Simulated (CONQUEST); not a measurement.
## Cs under changes of volume

One of the cells (123.104 Å³/atom); the others are scaled copies at fixed shape and fractional positions:

```
CELL_PARAMETERS angstrom
5.58379 0.00000 0.00000
0.00000 5.58379 0.00000
0.00000 0.00000 7.89667
ATOMIC_POSITIONS crystal
Cs 0.00000 0.00000 0.00000
Cs 0.50000 0.50000 0.50000
```

This isn't the form of Cs at room conditions, which is bcc.

| Property | Result |
| --- | --- |
| Program | CONQUEST 1.3 |
| Functional | PBE |
| Potentials or basis | PseudoDojo NC PBE, DZP, grid of 60 × 60 × 80 points |
| k mesh | 5 × 5 × 4 |
| Occupations | fermi-dirac, width 0.05 eV |
| Spin | no spin polarisation |

```tsv
volume (Å³/atom)	energy over the lowest point (meV/atom)	pressure (GPa)
115.718	0.00	0.0
118.180	0.31	0.0
120.642	1.22	-0.1
123.104	2.64	-0.1
125.566	4.52	-0.1
128.028	?	?
130.490	9.53	-0.2
```

**Question.** What does the run at 128.028 Å³/atom give?

**Answer.** Energy over the lowest point 6.84 meV/atom; pressure -0.2 GPa.

Worked out: A Birch-Murnaghan fit of order 3 (a polynomial in V^(-2/3)) to the other rows has its minimum at 115.69 Å³/atom, just outside them, with B0 = V·E''(V) = 2.0 GPa and B' = 4.0. It gives 6.84 meV/atom at 128.028 Å³/atom, against the run's 6.84, and -dE/dV = -0.2 GPa, against -0.2.

Energies are extrapolated to zero smearing.

Caveats: the basis of atomic orbitals isn't converged, which shifts pressures, moduli and gaps.
